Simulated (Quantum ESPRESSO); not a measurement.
Runs of Quantum ESPRESSO 7.5 on Pb. It takes space group Fm-3m (No. 225, cubic). The conventional cell has a = 4.950 Å, b = 4.950 Å, c = 4.950 Å, α = 90.00°, β = 90.00°, γ = 90.00°. Pb (site symmetry m-3m) has 12 Pb at 3.50 Å as nearest neighbours. 

```tsv
task	level	potentials or basis	spin	cell	k mesh	cutoff (eV)	smearing	mixing beta	ASE optimiser	dispersion computed by	other keys	gap on the mesh (eV)	pressure (GPa)	relaxed volume (Å³/atom)
band structure	PBE+D3(BJ)	GBRV 1.5 PBE	off	as given	11 × 11 × 11	612	cold 0.05 eV	0.5	-	-	verbose = yes; k = 11 × 11 × 11	none	0.1	-
real-space fields	PBEsol+D3(BJ)	PseudoDojo 0.4 SR PBEsol stringent	collinear, ferromagnetic start	as given	9 × 9 × 9	1225	tetrahedra_opt	0.3	-	-	smearing = tetrahedra_opt; width = left out	none	-2.5	-
relaxation of cell and atoms	PBEsol+D3(BJ)	GBRV 1.5 PBEsol	off	relaxed	9 × 9 × 9	612	fermi-dirac 0.05 eV	0.5	LBFGS	-	-	none	0.0	(a)
relaxation of cell and atoms	PBEsol	GBRV 1.5 PBEsol	off	relaxed	9 × 9 × 9	612	fermi-dirac 0.05 eV	0.5	LBFGS	-	-	none	0.0	29.79
relaxation of cell and atoms	PBEsol+D4	GBRV 1.5 PBEsol	off	relaxed	9 × 9 × 9	612	fermi-dirac 0.05 eV	0.5	LBFGS	dftd4 4.3.1 through ASE	-	none	0.1	28.96
```

**Question.** Fill in the values left out.

**Answer.** (a) 28.51.

Caveats: pairwise dispersion overbinds metals, which lowers pressure and volume (some runs); some levels on the path didn't converge (some runs); spin-orbit coupling is left out, which moves the levels of the heavy elements (some runs).

A k mesh can miss the band edges, and the runs leave out spin-orbit coupling on Pb.

A gap of «none» marks a metal or a gap under the smearing width.

The runs don't all hold the same shells in valence.
